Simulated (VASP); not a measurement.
Set up this calculation in VASP 6.6.1, as the native input.

| Item | Value |
| --- | --- |
| Task | relaxation of cell and atoms |
| Functional | optB88-vdW |
| Potentials or basis | VASP PAW PBE potentials, release 64 (Ti_sv, O) |
| Cutoff | 600 eV |
| k mesh | 6 × 6 × 9 |
| Occupations | fermi-dirac, width 0.05 eV |
| Spin | no spin polarisation |
| Further INCAR settings | ALGO = Fast; EDIFF = 1e-06; IBRION = 2; EDIFFG = -0.01; NSW = 60; ISIF = 3 |

The structure of TiO2 lies in POSCAR:

```
TiO2
1.0
    4.5998373239      0.0000000000      0.0000000000
    0.0000000000      4.5998373239      0.0000000000
    0.0000000000      0.0000000000      2.9592135600
Ti O
2 4
Direct
    0.0000000000      0.0000000000      0.5000000000
    0.5000000000      0.5000000000      0.0000000000
    0.3043213200      0.3043213200      0.5000000000
    0.1956786800      0.8043213200      0.0000000000
    0.8043213200      0.1956786800      0.0000000000
    0.6956786800      0.6956786800      0.5000000000
```

The cell is a database's computed one.

One way to write it, as run:

INCAR

```
PREC = Accurate
ENCUT = 600
EDIFF = 1E-6
ISMEAR = -1
SIGMA = 0.05
LREAL = F
LASPH = T
NELM = 60
ALGO = Fast
ISIF = 3
LWAVE = F
LCHARG = F
GGA = BO
LUSE_VDW = T
AGGAC = 0.0
PARAM1 = 0.1833333333
PARAM2 = 0.22
IBRION = 2
NSW = 60
EDIFFG = -0.01
```

KPOINTS

```
regular mesh
0
Gamma
  6 6 9
```

Potentials or basis: VASP PAW PBE potentials, release 64 (Ti_sv, O).

Launch:

```bash
$ cat potpaw_PBE.64/Ti_sv/POTCAR potpaw_PBE.64/O/POTCAR > POTCAR
$ mpirun -np 1 vasp_std > vasp.out
```

It gave:

```json
{
 "Relaxed volume": "10.57 Å³/atom",
 "Relaxed cell": "a = 4.622 Å, b = 4.622 Å, c = 2.968 Å, α = 90.00°, β = 90.00°, γ = 90.00°",
 "Space group after relaxing (to 0.05 Å)": "P4_2/mnm (No. 136)",
 "Energy gained by relaxing": "1.3 meV/atom",
 "Ionic steps": "5",
 "Pressure after relaxing": "0.1 GPa",
 "Largest force after relaxing": "0.004 eV/Å",
 "Band gap on the k mesh": "1.80 eV, direct"
}
```

Caveat: the PAW data sets were made with another functional, which shifts forces and pressure a little; an odd mesh through Γ misses points on the zone boundary, where band edges often lie.

Wall time 8.7 min on 1 thread of Intel(R) Xeon(R) Platinum 8559C (Emerald Rapids), on a shared host, peak memory 0.48 GiB.
